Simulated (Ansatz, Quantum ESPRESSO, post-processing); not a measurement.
# 2H-WS2, layer by layer, part 5 of 8

What does each added layer of 2H-WS2 bring in screening, and what does it do to the gap?

Quantum ESPRESSO 7.5; plane-wave DFT, PBE, GBRV ultrasoft pseudopotentials; geometry by Ansatz 0.2.0 with PAW datasets.

So far. Step 7 (Band structure, 1 layer: no field): Along this path the valence top lies at K and the conduction bottom at K. The valence levels at K and Γ lie only 0.04 eV apart, so strain, functional or spin-orbit coupling can change their order; in real monolayers of this family spin-orbit coupling lifts K. Step 13 (Electrostatic potential, 2 layers): The slope in the vacuum is 0.100 eV/Å for an applied 0.10 V/Å, as it should be.

### Step 14. Band structure, 2 layers: no field

Contents of n2.f0.bands.in:

```
&control
  prefix = 'n2.f0.bands'
  outdir = './out'
  pseudo_dir = './pseudo'
  calculation = 'bands'
  tefield = .true.
  dipfield = .true.
/
&system
  ibrav = 0
  nat = 6
  ntyp = 2
  ecutwfc = 40
  ecutrho = 200
  occupations = 'smearing'
  smearing = 'fd'
  degauss = 0.004
  edir = 3
  emaxpos = 0.97
  eopreg = 0.04
  eamp = 0.0
  nbnd = 30
/
&electrons
  conv_thr = 1e-07
  mixing_beta = 0.4
  electron_maxstep = 120
  mixing_mode = 'local-TF'
/
ATOMIC_SPECIES
  S   32.0600  s_pbe_v1.4.uspp.F.UPF
  W   183.8400  w_pbe_v1.2.uspp.F.UPF
CELL_PARAMETERS angstrom
  3.15686442697594 -0.00000000000000 -0.00000000000000
  -1.57843221348797 2.73392479006457 0.00000000000000
  -0.00000000000000 -0.00000000000000 27.25124046480000
ATOMIC_POSITIONS crystal
  S   0.333333333333 0.666666666667 0.330523147172
  W   0.000000000000 -0.000000000000 0.388376645457
  S   0.333333333333 0.666666666667 0.446168908721
  S   -0.000000000000 -0.000000000000 0.553831091894
  W   0.333333333333 0.666666666667 0.611623349377
  S   -0.000000000000 -0.000000000000 0.669476857378
K_POINTS crystal_b
4
  0.0000000000 0.0000000000 0.0000000000 12
  0.5000000000 0.0000000000 0.0000000000 12
  0.3333333333 0.3333333333 0.0000000000 12
  0.0000000000 0.0000000000 0.0000000000 1
```

Command:

```
> cp -r out/n2.f0.save out/n2.f0.bands.save
> cp out/n2.f0.xml out/n2.f0.bands.xml
> OMP_NUM_THREADS=1 mpirun -n 4 pw.x -nk 4 -in n2.f0.bands.in > n2.f0.bands.out
```

What it wrote:

```text
[banner, memory and clock lines left out]
Program PWSCF v.7.5 starts

          URL

     Presently no symmetry can be used with electric field

     Atomic positions and unit cell read from directory:
     ./out/n2.f0.bands.save/

     G-vector sticks info

     bravais-lattice index     =            0
     lattice parameter (alat)  =       5.9656  a.u.
     unit-cell volume          =    1587.1770 (a.u.)^3
     number of atoms/cell      =            6
     number of atomic types    =            2
     number of electrons       =        52.00
     number of Kohn-Sham states=           30
     kinetic-energy cutoff     =      40.0000  Ry
     charge density cutoff     =     200.0000  Ry
     Exchange-correlation= SLA  PW   PBE  PBE
                           (   1   4   3   4   0   0   0)

     celldm(1)=   5.965609  celldm(2)=   0.000000  celldm(3)=   0.000000
     celldm(4)=   0.000000  celldm(5)=   0.000000  celldm(6)=   0.000000

     crystal axes: (cart. coord. in units of alat)
               a(1) = (   1.000000  -0.000000  -0.000000 )
               a(2) = (  -0.500000   0.866025   0.000000 )
               a(3) = (  -0.000000  -0.000000   8.632376 )

     reciprocal axes: (cart. coord. in units 2 pi/alat)
               b(1) = (  1.000000  0.577350  0.000000 )
               b(2) = (  0.000000  1.154701  0.000000 )
               b(3) = (  0.000000  0.000000  0.115843 )

     PseudoPot. # 1 for S  read from file:
     ./pseudo/s_pbe_v1.4.uspp.F.UPF
     Pseudo is Ultrasoft + core correction, Zval =  6.0
     Generated by new atomic code, or converted to UPF format
     Using radial grid of  907 points,  6 beta functions with:
                l(1) =   0
                l(2) =   0
                l(3) =   1
                l(4) =   1
                l(5) =   2
                l(6) =   2
     Q(r) pseudized with  8 coefficients,  rinner =    1.300   1.300   1.300
                                                       1.300   1.300

     PseudoPot. # 2 for W  read from file:
     ./pseudo/w_pbe_v1.2.uspp.F.UPF
     Pseudo is Ultrasoft + core correction, Zval = 14.0
     Generated by new atomic code, or converted to UPF format
     Using radial grid of  923 points,  8 beta functions with:
                l(1) =   0
                l(2) =   0
                l(3) =   0
                l(4) =   1
                l(5) =   1
                l(6) =   2
                l(7) =   2
                l(8) =   3
     Q(r) pseudized with  6 coefficients,  rinner =    1.350   1.350   1.350
                                                       1.350   1.350   1.350
                                                       1.350

     atomic species   valence    mass     pseudopotential
     S                 6.00    32.06000     S ( 1.00)
     W                14.00   183.84000     W ( 1.00)

     No symmetry found

   Cartesian axes

     site n.     atom                  positions (alat units)
         1        S      tau(   1) = (  -0.0000000   0.5773503   2.8532001  )
         2        W      tau(   2) = (   0.0000000  -0.0000000   3.3526132  )
         3        S      tau(   3) = (  -0.0000000   0.5773503   3.8514977  )
         4        S      tau(   4) = (   0.0000000   0.0000000   4.7808782  )
         5        W      tau(   5) = (  -0.0000000   0.5773503   5.2797627  )
         6        S      tau(   6) = (   0.0000000   0.0000000   5.7791759  )

     number of k points=    37  Fermi-Dirac smearing, width (Ry)=  0.0040
                       cart. coord. in units 2pi/alat
        k(    1) = (   0.0000000   0.0000000   0.0000000), wk =   0.0540541
        k(    2) = (   0.0416667   0.0240563   0.0000000), wk =   0.0540541
        k(    3) = (   0.0833333   0.0481125   0.0000000), wk =   0.0540541
        k(    4) = (   0.1250000   0.0721688   0.0000000), wk =   0.0540541
        k(    5) = (   0.1666667   0.0962250   0.0000000), wk =   0.0540541
        k(    6) = (   0.2083333   0.1202813   0.0000000), wk =   0.0540541
        k(    7) = (   0.2500000   0.1443376   0.0000000), wk =   0.0540541
        k(    8) = (   0.2916667   0.1683938   0.0000000), wk =   0.0540541
        k(    9) = (   0.3333333   0.1924501   0.0000000), wk =   0.0540541
        k(   10) = (   0.3750000   0.2165064   0.0000000), wk =   0.0540541
        k(   11) = (   0.4166667   0.2405626   0.0000000), wk =   0.0540541
        k(   12) = (   0.4583333   0.2646189   0.0000000), wk =   0.0540541
        k(   13) = (   0.5000000   0.2886751   0.0000000), wk =   0.0540541
        k(   14) = (   0.4861111   0.3127314   0.0000000), wk =   0.0540541
        k(   15) = (   0.4722222   0.3367877   0.0000000), wk =   0.0540541
        k(   16) = (   0.4583333   0.3608439   0.0000000), wk =   0.0540541
        k(   17) = (   0.4444444   0.3849002   0.0000000), wk =   0.0540541
        k(   18) = (   0.4305556   0.4089564   0.0000000), wk =   0.0540541
        k(   19) = (   0.4166667   0.4330127   0.0000000), wk =   0.0540541
        k(   20) = (   0.4027778   0.4570690   0.0000000), wk =   0.0540541
        k(   21) = (   0.3888889   0.4811252   0.0000000), wk =   0.0540541
        k(   22) = (   0.3750000   0.5051815   0.0000000), wk =   0.0540541
        k(   23) = (   0.3611111   0.5292377   0.0000000), wk =   0.0540541
        k(   24) = (   0.3472222   0.5532940   0.0000000), wk =   0.0540541
        k(   25) = (   0.3333333   0.5773503   0.0000000), wk =   0.0540541
        k(   26) = (   0.3055556   0.5292377   0.0000000), wk =   0.0540541
        k(   27) = (   0.2777778   0.4811252   0.0000000), wk =   0.0540541
        k(   28) = (   0.2500000   0.4330127   0.0000000), wk =   0.0540541
        k(   29) = (   0.2222222   0.3849002   0.0000000), wk =   0.0540541
        k(   30) = (   0.1944444   0.3367877   0.0000000), wk =   0.0540541
        k(   31) = (   0.1666667   0.2886751   0.0000000), wk =   0.0540541
        k(   32) = (   0.1388889   0.2405626   0.0000000), wk =   0.0540541
        k(   33) = (   0.1111111   0.1924501   0.0000000), wk =   0.0540541
        k(   34) = (   0.0833333   0.1443376   0.0000000), wk =   0.0540541
        k(   35) = (   0.0555556   0.0962250   0.0000000), wk =   0.0540541
        k(   36) = (   0.0277778   0.0481125   0.0000000), wk =   0.0540541
        k(   37) = (   0.0000000   0.0000000   0.0000000), wk =   0.0540541

     Dense  grid:    76029 G-vectors     FFT dimensions: (  27,  27, 240)

     Smooth grid:    54003 G-vectors     FFT dimensions: (  25,  25, 216)

     The potential is recalculated from file :
     ./out/n2.f0.bands.save/charge-density

     negative rho (up, down):  1.331E-01 0.000E+00

     Adding external electric field

[...]
0.9779   1.0879   4.8718   4.8849   5.2221   5.3912

          k = 0.4722 0.3368 0.0000 (  6788 PWs)   bands (ev):

   -72.0714 -72.0712 -36.5237 -36.5234 -36.2789 -36.2785 -36.2579 -36.2577
   -10.7622 -10.6899 -10.5223 -10.4771  -4.6975  -4.5261  -3.4679  -3.3327
    -2.7096  -2.3472  -1.5135  -1.5107  -0.3763  -0.2168   0.2844   0.4039
     1.0898   1.2091   4.8484   4.8665   5.2347   5.4144

          k = 0.4583 0.3608 0.0000 (  6798 PWs)   bands (ev):

   -72.0713 -72.0710 -36.5195 -36.5193 -36.2783 -36.2779 -36.2665 -36.2663
   -10.7388 -10.6681 -10.5089 -10.4652  -4.6375  -4.4683  -3.4851  -3.3815
    -2.6973  -2.3375  -1.5584  -1.5101  -0.3820  -0.1957   0.0072   0.1316
     1.1843   1.3128   4.7935   4.8438   5.2611   5.4446

          k = 0.4444 0.3849 0.0000 (  6814 PWs)   bands (ev):

   -72.0710 -72.0708 -36.5138 -36.5136 -36.2781 -36.2779 -36.2775 -36.2770
   -10.7075 -10.6392 -10.4909 -10.4496  -4.5549  -4.3892  -3.5125  -3.4472
    -2.6798  -2.3246  -1.6053  -1.5024  -0.4073  -0.2845  -0.2072  -0.1408
     1.2631   1.3998   4.7221   4.7905   5.3055   5.4776

          k = 0.4306 0.4090 0.0000 (  6824 PWs)   bands (ev):

   -72.0708 -72.0705 -36.5066 -36.5064 -36.2921 -36.2918 -36.2765 -36.2762
   -10.6697 -10.6046 -10.4693 -10.4312  -4.4511  -4.2909  -3.5519  -3.5260
    -2.6569  -2.3102  -1.6414  -1.4905  -0.6415  -0.4961  -0.3885  -0.1639
     1.3346   1.4769   4.6330   4.7012   5.3569   5.5133

          k = 0.4167 0.4330 0.0000 (  6840 PWs)   bands (ev):

   -72.0705 -72.0703 -36.4980 -36.4977 -36.3083 -36.3080 -36.2754 -36.2752
   -10.6271 -10.5663 -10.4453 -10.4110  -4.3281  -4.1759  -3.6129  -3.6028
    -2.6283  -2.2975  -1.6612  -1.4808  -0.9564  -0.8180  -0.4154  -0.1741
     1.4070   1.5513   4.5248   4.5795   5.3415   5.5534

          k = 0.4028 0.4571 0.0000 (  6832 PWs)   bands (ev):

   -72.0702 -72.0700 -36.4879 -36.4876 -36.3257 -36.3255 -36.2743 -36.2740
   -10.5820 -10.5265 -10.4200 -10.3905  -4.1890  -4.0481  -3.7013  -3.6623
    -2.5950  -2.2926  -1.6664  -1.5086  -1.2237  -1.1304  -0.4448  -0.2002
     1.4862   1.6288   4.3982   4.4339   5.2145   5.5970

          k = 0.3889 0.4811 0.0000 (  6826 PWs)   bands (ev):

   -72.0699 -72.0697 -36.4768 -36.4765 -36.3440 -36.3437 -36.2732 -36.2729
   -10.5368 -10.4880 -10.3952 -10.3712  -4.0390  -3.9126  -3.7833  -3.7249
    -2.5602  -2.3080  -1.6788  -1.6739  -1.3982  -1.3240  -0.4763  -0.2423
     1.5746   1.7120   4.2585   4.2757   5.0810   5.6260

          k = 0.3750 0.5052 0.0000 (  6844 PWs)   bands (ev):

   -72.0696 -72.0694 -36.4650 -36.4647 -36.3624 -36.3622 -36.2723 -36.2721
   -10.4942 -10.4538 -10.3724 -10.3545  -3.9099  -3.8271  -3.7871  -3.7744
    -2.5308  -2.3703  -1.8744  -1.7945  -1.5099  -1.3297  -0.5043  -0.2979
     1.6687   1.7994   4.1156   4.1190   4.9740   5.5975

          k = 0.3611 0.5292 0.0000 (  6854 PWs)   bands (ev):

   -72.0694 -72.0692 -36.4527 -36.4525 -36.3800 -36.3797 -36.2716 -36.2713
   -10.4572 -10.4276 -10.3535 -10.3419  -3.9319  -3.8339  -3.7084  -3.6540
    -2.5204  -2.4991  -1.9942  -1.9661  -1.4892  -1.3306  -0.5198  -0.3617
     1.7586   1.8832   3.9820   3.9857   4.8995   5.5534

          k = 0.3472 0.5533 0.0000 (  6858 PWs)   bands (ev):

   -72.0693 -72.0691 -36.4416 -36.4413 -36.3946 -36.3943 -36.2711 -36.2709
   -10.4291 -10.4128 -10.3401 -10.3345  -3.9666  -3.8670  -3.5850  -3.5641
    -2.6401  -2.5397  -2.0637  -2.0467  -1.4397  -1.3480  -0.5137  -0.4264
     1.8269   1.9479   3.8863   3.8903   4.8571   5.5263

          k = 0.3333 0.5774 0.0000 (  6864 PWs)   bands (ev):

   -72.0692 -72.0690 -36.4362 -36.4360 -36.4014 -36.4010 -36.2709 -36.2706
   -10.4132 -10.4130 -10.3337 -10.3334  -3.9794  -3.8789  -3.5323  -3.5321
    -2.7024  -2.5583  -2.0739  -2.0737  -1.3872  -1.3871  -0.4813  -0.4811
     1.8533   1.9735   3.8526   3.8529   4.8440   5.5181

          k = 0.3056 0.5292 0.0000 (  6858 PWs)   bands (ev):

   -72.0695 -72.0692 -36.4496 -36.4493 -36.3822 -36.3819 -36.2718 -36.2716
   -10.4678 -10.4330 -10.3574 -10.3422  -3.9246  -3.8254  -3.6686  -3.6405
    -2.4961  -2.4637  -2.1143  -1.9535  -1.5119  -1.3248  -0.5084  -0.3470
     1.7476   1.8638   3.9825   3.9934   4.8843   5.5361

          k = 0.2778 0.4811 0.0000 (  6834 PWs)   bands (ev):

   -72.0702 -72.0700 -36.4614 -36.4611 -36.3517 -36.3515 -36.2746 -36.2743
   -10.6044 -10.5400 -10.4205 -10.3795  -3.8631  -3.7865  -3.7285  -3.6562
    -2.3185  -2.2849  -2.0077  -1.7259  -1.6369  -1.3458  -0.3802  -0.1592
     1.5150   1.6099   4.1889   4.3088   4.9674   5.5171

          k = 0.2500 0.4330 0.0000 (  6812 PWs)   bands (ev):

   -72.0716 -72.0713 -36.4606 -36.4602 -36.3204 -36.3202 -36.2795 -36.2790
   -10.8242 -10.7353 -10.5189 -10.4465  -3.9131  -3.8271  -3.4467  -3.3727
    -2.3894  -2.2670  -1.8380  -1.5133  -1.4898  -1.2973  -0.1486   0.0415
     1.2910   1.3500   4.1718   4.5378   5.0441   5.3334

          k = 0.2222 0.3849 0.0000 (  6790 PWs)   bands (ev):

   -72.0735 -72.0732 -36.4452 -36.4450 -36.2902 -36.2899 -36.2864 -36.2860
   -11.1127 -11.0039 -10.6429 -10.5381  -3.8493  -3.7354  -3.0654  -2.9899
    -2.5546  -2.3278  -1.8976  -1.5071  -1.0492  -0.9760   0.1166   0.2267
     1.1389   1.1604   3.9508   4.4597   5.0542   5.1599

          k = 0.1944 0.3368 0.0000 (  6776 PWs)   bands (ev):

   -72.0759 -72.0756 -36.4167 -36.4164 -36.2948 -36.2945 -36.2621 -36.2619
   -11.4436 -11.3203 -10.7818 -10.6457  -3.7247  -3.5337  -2.7915  -2.5960
    -2.5547  -2.4153  -1.8906  -1.4818  -0.6353  -0.6188   0.3715   0.3760
     1.0500   1.0573   3.7520   4.2498   4.9065   4.9883

          k = 0.1667 0.2887 0.0000 (  6756 PWs)   bands (ev):

   -72.0786 -72.0784 -36.3770 -36.3767 -36.3046 -36.3043 -36.2369 -36.2367
   -11.7886 -11.6556 -10.9248 -10.7598  -3.7044  -3.3110  -2.7844  -2.6763
    -2.1712  -1.9929  -1.7073  -1.3630  -0.3471  -0.3404   0.4765   0.5883
     1.0281   1.0488   3.6983   4.1531   4.6775   4.8511

          k = 0.1389 0.2406 0.0000 (  6748 PWs)   bands (ev):

   -72.0814 -72.0812 -36.3303 -36.3299 -36.3148 -36.3146 -36.2154 -36.2152
   -12.1218 -11.9830 -11.0624 -10.8717  -3.9021  -3.3446  -2.5448  -2.5289
    -1.9030  -1.5281  -1.2752  -1.0967  -0.2792  -0.2634   0.5242   0.7463
     1.1581   1.1743   3.7991   4.2129   4.5364   4.7171

          k = 0.1111 0.1925 0.0000 (  6766 PWs)   bands (ev):

   -72.0842 -72.0840 -36.3249 -36.3247 -36.2817 -36.2814 -36.1976 -36.1974
   -12.4221 -12.2803 -11.1864 -10.9738  -4.1864  -3.5970  -2.1529  -2.1281
    -1.6616  -1.1487  -0.7643  -0.6776  -0.3969  -0.3819   0.5248   0.8295
     1.3417   1.4867   4.0063   4.3625   4.5345   4.6528

          k = 0.0833 0.1443 0.0000 (  6726 PWs)   bands (ev):

   -72.0867 -72.0865 -36.3337 -36.3334 -36.2358 -36.2356 -36.1835 -36.1833
   -12.6728 -12.5298 -11.2900 -11.0599  -4.4583  -3.8617  -1.7083  -1.6892
    -1.3982  -0.7863  -0.5860  -0.5702  -0.2937  -0.2427   0.4924   0.8365
     1.4908   1.8345   4.2897   4.5223   4.6267   4.6720

          k = 0.0556 0.0962 0.0000 (  6708 PWs)   bands (ev):

   -72.0886 -72.0884 -36.3407 -36.3404 -36.1984 -36.1982 -36.1737 -36.1734
   -12.8610 -12.7178 -11.3678 -11.1250  -4.6744  -4.0761  -1.3011  -1.2874
    -1.1360  -0.7512  -0.7401  -0.4054   0.0580   0.0973   0.4420   0.7605
     1.5665   2.1166   4.6193   4.6939   4.7120   4.7977

          k = 0.0278 0.0481 0.0000 (  6670 PWs)   bands (ev):

   -72.0898 -72.0896 -36.3450 -36.3444 -36.1740 -36.1737 -36.1676 -36.1673
   -12.9777 -12.8345 -11.4160 -11.1655  -4.8120  -4.2136  -1.0087  -0.9984
    -0.9289  -0.8623  -0.8528  -0.0241   0.2683   0.3024   0.3919   0.5897
     1.5912   2.2863   4.8112   4.8201   4.8656   4.8707

          k = 0.0000 0.0000 0.0000 (  6679 PWs)   bands (ev):

   -72.0903 -72.0900 -36.3465 -36.3459 -36.1657 -36.1657 -36.1654 -36.1654
   -13.0173 -12.8741 -11.4324 -11.1792  -4.8591  -4.2608  -0.9010  -0.9010
    -0.8920  -0.8920  -0.8471   0.3053   0.3362   0.3362   0.3691   0.3691
     1.5953   2.3404   4.8415   4.8415   4.8596   4.8596

     XML data file, pseudopotentials, collected wavefunctions

                                        0.00s GPU  (     773 calls)
[key lines of the parts left out:]
Dipole field          0.0000 Ry au,
```

The job ended after 44 s (4 MPI ranks of Arm Neoverse V2, shared host; peak memory 0.4 GiB; 2.9 min of CPU time).

Numbers from this step:

```
dipole along the normal              : 2.08e-5 e·Å
valence top, on the run's zero       : 2.340 eV
conduction bottom, on the run's zero : 3.698 eV
gap by band count                    : 1.358 eV
```

Band numbers count within the set of bands kept for display. The electronic bands at the labelled points (eV, zero at the highest filled level of the SCF mesh; v1 is the highest filled band, c1 the lowest empty one):

| point | v4 | v3 | v2 | v1 | c1 | c2 | c3 | c4 |
| --- | --- | --- | --- | --- | --- | --- | --- | --- |
| Γ | -1.97 | -1.97 | -0.75 | 0.00 | 2.50 | 2.50 | 2.52 | 2.52 |
| halfway | -2.30 | -1.92 | -1.37 | -1.28 | 1.71 | 2.09 | 2.15 | 2.22 |
| M | -1.70 | -1.58 | -1.44 | -1.34 | 2.53 | 2.56 | 2.88 | 3.04 |
| halfway | -2.76 | -2.51 | -0.93 | -0.79 | 2.18 | 2.24 | 3.00 | 3.21 |
| K | -2.82 | -2.82 | -0.49 | -0.37 | 1.51 | 1.51 | 2.50 | 3.18 |
| halfway | -1.86 | -1.75 | -1.31 | -1.29 | 1.36 | 1.81 | 2.34 | 2.51 |
| Γ | -1.97 | -1.97 | -0.75 | 0.00 | 2.50 | 2.50 | 2.52 | 2.52 |

Along this path the valence top lies at Γ and the conduction bottom between K and Γ.

### Step 15. Polarisability from the dipole between 0 and 0.1 V/A, 2 layers

Numbers from this step:

```
polarisability a cell      : 7.039 Å³
sheet polarisability 4πα/A : 10.25 Å
```

The change of the potential energy, second field less first by z:

| z (Å) | change of the potential energy, second field less first (eV) |
| --- | --- |
| 0 | -0.425 |
| 1 | -0.750 |
| 2 | -0.650 |
| 3 | -0.550 |
| 4 | -0.450 |
| 5 | -0.350 |
| 6 | -0.250 |
| 7 | -0.154 |
| 8 | -0.0798 |
| 9 | -0.0553 |
| 10 | -0.0511 |
| 11 | -0.0447 |
| 12 | -0.0412 |
| 13 | -0.0255 |
| 14 | 0.0165 |
| 15 | 0.0391 |
| 16 | 0.0433 |
| 17 | 0.0493 |
| 18 | 0.0529 |
| 19 | 0.0689 |
| 20 | 0.132 |
| 21 | 0.226 |
| 22 | 0.325 |
| 23 | 0.425 |
| 24 | 0.525 |
| 25 | 0.625 |
| 26 | 0.725 |
| 27 | -0.0581 |

(Part 5 of 8 ends here.)

[Logs are printed without paths, hosts, clocks, repeated set-up lines and the standing remarks that a program may print on its own settings, such as how far it seeks lower states.]

[Hosts, paths, dates, database ids (printed as entryN), source tags and the programs' standing remarks are cut or masked in the printed files.]

[Maps of the electrostatic potential energy from Ansatz leave out the sawtooth potential of an applied field or a dipole correction, so their vacuum need not be flat; planar profiles and work functions include it.]
